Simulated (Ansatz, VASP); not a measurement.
**Two plane-wave programs on Bi**

```
Bi
1.0
     0.00000    3.50330    3.50330
     3.50330    0.00000    3.50330
     3.50330    3.50330    0.00000
Bi
2
Direct
  0.12500 0.12500 0.12500
  0.87500 0.87500 0.87500
```

The cell was built by a generator and needn't be a form met in nature.

Alike in both runs: task relaxation of cell and atoms; functional RPBE; k mesh 8 × 8 × 8; occupations fermi-dirac, width 0.1 eV; no spin polarisation.

```csv
,VASP,Ansatz
version,VASP 6.6.1,Ansatz 0.2.0
potentials or method,"VASP PAW PBE potentials, release 64 (Bi_d)","plane waves (420 eV) with PAW, scalar-relativistic"
plane-wave cutoff (eV),600,420
valence electrons in the cell,30,30
```

Ansatz gave:

| Property | Result |
| --- | --- |
| relaxed volume (Å³/atom) | 50.26 |
| relaxed cell length with the largest relative difference (Å) | 5.219 |
| energy change over the relaxation (meV/atom) | -112 |

**Question.** Estimate VASP's values.

**Answer.** Relaxed volume (Å³/atom): 50.12; relaxed cell length with the largest relative difference (Å): 5.214; energy change over the relaxation (meV/atom): -111.

Caveats: the volume moved by over 15 % at a fixed basis, so the end points are rough (VASP); the PAW data sets were made with another functional, which shifts forces and pressure a little (VASP).
